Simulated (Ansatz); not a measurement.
Cr (simple cubic): energy against volume

Method: DFT, RPBE, plane waves (420 eV) with PAW, scalar-relativistic (Ansatz). The PAW files were generated under PBE, with cores re-solved for the functional.

The cell is scaled uniformly from the relaxed one, with fractional coordinates and shape fixed. Energies are extrapolated to zero smearing, pressures are those at the given smearing. Magnetic state: antiferromagnetic.

A Birch-Murnaghan fit gives V₀ = 14.93 Å³/atom, B₀ = 43 GPa, B₀′ = 1.0.

Problem. What are the energy above the minimum and the pressure at 13.117 Å³/atom?

Solution. 32.3 meV/atom and 7.16 GPa as computed.

Problem. What are the energy above the minimum and the pressure at 14.310 Å³/atom?

Solution. 4.6 meV/atom and 1.35 GPa as computed.

Problem. What are the energy above the minimum and the pressure at 16.099 Å³/atom?

Solution. 11.5 meV/atom and -3.28 GPa as computed.
